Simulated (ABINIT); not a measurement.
Runs of ABINIT 10.8.3 (patched build) on Ni. Symmetry: Fm-3m, No. 225, cubic system. Conventional cell: a = 3.475 Å, b = 3.475 Å, c = 3.475 Å, α = 90.00°, β = 90.00°, γ = 90.00°. Around Ni (site symmetry m-3m) lie 12 Ni at 2.46 Å. 

| level | potentials or basis | k mesh | cutoff (eV) | fine-grid cutoff | mesh quality | V0 of scaled cells (Å³/atom) | B0 (GPa) |
| --- | --- | --- | --- | --- | --- | --- | --- |
| PBEsol | JTH PAW PBE v2.0 | 11 × 11 × 11 | 1116 | 1714.32 eV | not flagged | (b) | 230 |
| LDA | JTH PAW LDA v2.0 | 11 × 11 × 11 | 1116 | 1714.32 eV | not flagged | (a) | 256 |
| PBE | PseudoDojo NC SR PBE v0.5 stringent | 8 × 8 × 8 | 1415 | - | coarse | 10.91 | 200 |
| PBE | PseudoDojo NC SR PBE v0.4.1 standard | 8 × 8 × 8 | 1333 | - | coarse | 10.91 | 199 |
| PBE | PseudoDojo NC SR PBE v0.5 standard | 8 × 8 × 8 | 1333 | - | coarse | 10.91 | 199 |
| PBE | PseudoDojo NC SR PBE v0.4 stringent | 8 × 8 × 8 | 1415 | - | coarse | 10.91 | 200 |
| PBE | SG15 NC PBE v1.2 | 8 × 8 × 8 | 952 | - | coarse | 10.97 | 197 |

Alike in all rows: task equation of state; spin collinear, ferromagnetic start; cell as given; smearing fermi-dirac 0.05 eV.

**Question.** Fill in the values left out.

**Answer.** (a) 10.08; (b) 10.43.

Caveats: some runs use coarse meshes; pressures at fixed basis lie under the slope of the energies; the PAW data sets were made with another functional, which shifts forces and pressure a little (some runs).
